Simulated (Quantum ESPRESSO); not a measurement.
The system is Ge.

```
Ge
1.0
    -2.57449    2.57449    1.39741
     2.57449   -2.57449    1.39741
     2.57449    2.57449   -1.39741
Ge
2
Direct
  0.50000 0.50000 0.00000
  0.25000 0.75000 0.50000
```

This isn't the form of Ge at room conditions, which is diamond.

A run of Quantum ESPRESSO 7.5 on this cell left the log below. Logs are shortened: lines on timing, memory, paths and dates and some standing lists are left out, and cuts for length are marked.

```text
This program is part of the open-source Quantum ESPRESSO suite
     for quantum simulation of materials; please cite
[... 9 lines left out ...]
     --------------------
     sticks:   dense  smooth     PW     G-vecs:    dense   smooth      PW
     Sum         897     897    289                23271    23271    4173

     Using Slab Decomposition

     bravais-lattice index     =            0
     lattice parameter (alat)  =       7.3696  a.u.
     unit-cell volume          =     250.0136 (a.u.)^3
     number of atoms/cell      =            2
     number of atomic types    =            1
     number of electrons       =        28.00
     number of Kohn-Sham states=           21
     kinetic-energy cutoff     =      78.0000  Ry
     charge density cutoff     =     312.0000  Ry
     scf convergence threshold =      4.0E-10
     mixing beta               =       0.5000
     number of iterations used =            8  plain     mixing
     energy convergence thresh.=      1.0E-05
     force convergence thresh. =      4.0E-04
     press convergence thresh. =      3.0E-01
     Exchange-correlation= SLA  PW   NOGX NOGC
                           (   1   4   0   0   0   0   0)
     nstep                     =           40

     celldm(1)=   7.369631  celldm(2)=   0.000000  celldm(3)=   0.000000
     celldm(4)=   0.000000  celldm(5)=   0.000000  celldm(6)=   0.000000

     crystal axes: (cart. coord. in units of alat)
               a(1) = (  -0.660153   0.660153   0.358326 )
               a(2) = (   0.660153  -0.660153   0.358326 )
               a(3) = (   0.660153   0.660153  -0.358326 )

     reciprocal axes: (cart. coord. in units 2 pi/alat)
               b(1) = (  0.000000  0.757401  1.395379 )
               b(2) = (  0.757401  0.000000  1.395379 )
               b(3) = (  0.757401  0.757401  0.000000 )

     PseudoPot. # 1 for Ge read from file:
     Ge.upf
     Pseudo is Norm-conserving + core correction, Zval = 14.0
     Generated using ONCVPSP code by D. R. Hamann
     Using radial grid of 1524 points,  6 beta functions with:
                l(1) =   0
                l(2) =   0
                l(3) =   1
                l(4) =   1
                l(5) =   2
                l(6) =   2

     atomic species   valence    mass     pseudopotential
     Ge               14.00    72.63000     Ge( 1.00)
[... 475 lines left out ...]

     Using Slab Decomposition

     bravais-lattice index     =            0
     lattice parameter (alat)  =       7.3696  a.u.
     unit-cell volume          =     241.9746 (a.u.)^3
     number of atoms/cell      =            2
     number of atomic types    =            1
     number of electrons       =        28.00
     number of Kohn-Sham states=           21
     kinetic-energy cutoff     =      78.0000  Ry
     charge density cutoff     =     312.0000  Ry
     scf convergence threshold =      4.0E-12
     mixing beta               =       0.5000
     number of iterations used =            8  plain     mixing
     press convergence thresh. =      3.0E-01
     Exchange-correlation= SLA  PW   NOGX NOGC
                           (   1   4   0   0   0   0   0)

     celldm(1)=   7.369631  celldm(2)=   0.000000  celldm(3)=   0.000000
     celldm(4)=   0.000000  celldm(5)=   0.000000  celldm(6)=   0.000000

     crystal axes: (cart. coord. in units of alat)
               a(1) = (  -0.653309   0.653309   0.354107 )
               a(2) = (   0.653309  -0.653309   0.354107 )
               a(3) = (   0.653309   0.653309  -0.354107 )

     reciprocal axes: (cart. coord. in units 2 pi/alat)
               b(1) = (  0.000000  0.765334  1.412001 )
               b(2) = (  0.765334 -0.000000  1.412001 )
               b(3) = (  0.765334  0.765334  0.000000 )

     PseudoPot. # 1 for Ge read from file:
     Ge.upf
     Pseudo is Norm-conserving + core correction, Zval = 14.0
     Generated using ONCVPSP code by D. R. Hamann
     Using radial grid of 1524 points,  6 beta functions with:
                l(1) =   0
                l(2) =   0
                l(3) =   1
                l(4) =   1
                l(5) =   2
                l(6) =   2

     atomic species   valence    mass     pseudopotential
     Ge               14.00    72.63000     Ge( 1.00)

     16 Sym. Ops., with inversion, found ( 8 have fractional translation)

   Cartesian axes

     site n.     atom                  positions (alat units)
         1        Ge     tau(   1) = (  -0.0000000  -0.0000000   0.3541073  )
         2        Ge     tau(   2) = (   0.6533094  -0.0000000   0.1770537  )

     number of k points=   126  Fermi-Dirac smearing, width (Ry)=  0.0037

     Number of k-points >= 100: set verbosity='high' to print them.

     Dense  grid:    22575 G-vectors     FFT dimensions: (  48,  48,  48)

     Initial potential from superposition of free atoms

     starting charge      27.9987, renormalised to      28.0000
     Starting wfcs are   18 randomized atomic wfcs +    3 random wfcs

     Self-consistent Calculation

     iteration #  1     ecut=    78.00 Ry     beta= 0.50
     Davidson diagonalization with overlap
     c_bands:  1 eigenvalues not converged
     c_bands:  1 eigenvalues not converged
     c_bands:  1 eigenvalues not converged
     c_bands:  1 eigenvalues not converged
     c_bands:  1 eigenvalues not converged
     c_bands:  1 eigenvalues not converged
     c_bands:  1 eigenvalues not converged
     c_bands:  1 eigenvalues not converged
     c_bands:  1 eigenvalues not converged
     ethr =  1.00E-06,  avg # of iterations = 13.7
[... 92 lines left out ...]
          total   stress  (Ry/bohr**3)                   (kbar)     P=       -0.27
  -0.00000080   0.00000000   0.00000000           -0.12        0.00        0.00
   0.00000000  -0.00000080   0.00000000            0.00       -0.12        0.00
   0.00000000   0.00000000  -0.00000388            0.00        0.00       -0.57

=------------------------------------------------------------------------------=
   JOB DONE.
=------------------------------------------------------------------------------=
```

**Question.** Write the input and the command behind it.

**Answer.** Relaxation of cell and atoms with LDA, no spin polarisation. The files as run (others can give the same):

pw.in
```
&CONTROL
  calculation = 'vc-relax'
  prefix = 'pwscf'
  outdir = './tmp'
  pseudo_dir = './pseudo'
  tprnfor = .true.
  tstress = .true.
  disk_io = 'low'
  nstep = 40
  forc_conv_thr = 0.0004
  etot_conv_thr = 1d-05
/
&SYSTEM
  ibrav = 0
  nat = 2
  ntyp = 1
  ecutwfc = 78
  nbnd = 21
  occupations = 'smearing'
  smearing = 'fd'
  degauss = 0.00367493
/
&ELECTRONS
  conv_thr = 4d-10
  electron_maxstep = 120
  mixing_beta = 0.5
/
&IONS
  ion_dynamics = 'bfgs'
/
&CELL
  cell_dynamics = 'bfgs'
  press = 0
  press_conv_thr = 0.3
/
ATOMIC_SPECIES
Ge    72.6300 Ge.upf
CELL_PARAMETERS angstrom
  -2.5744897190    2.5744897190    1.3974126432
   2.5744897190   -2.5744897190    1.3974126432
   2.5744897190    2.5744897190   -1.3974126432
ATOMIC_POSITIONS crystal
Ge     0.5000000000    0.5000000000    0.0000000000
Ge     0.2500000000    0.7500000000    0.5000000000
K_POINTS automatic
11 11 11 0 0 0
```

Potentials or basis: PseudoDojo 0.4.1 SR LDA standard.
Launch:
```console
$ OMP_NUM_THREADS=1 pw.x -in pw.in > pw.out
```
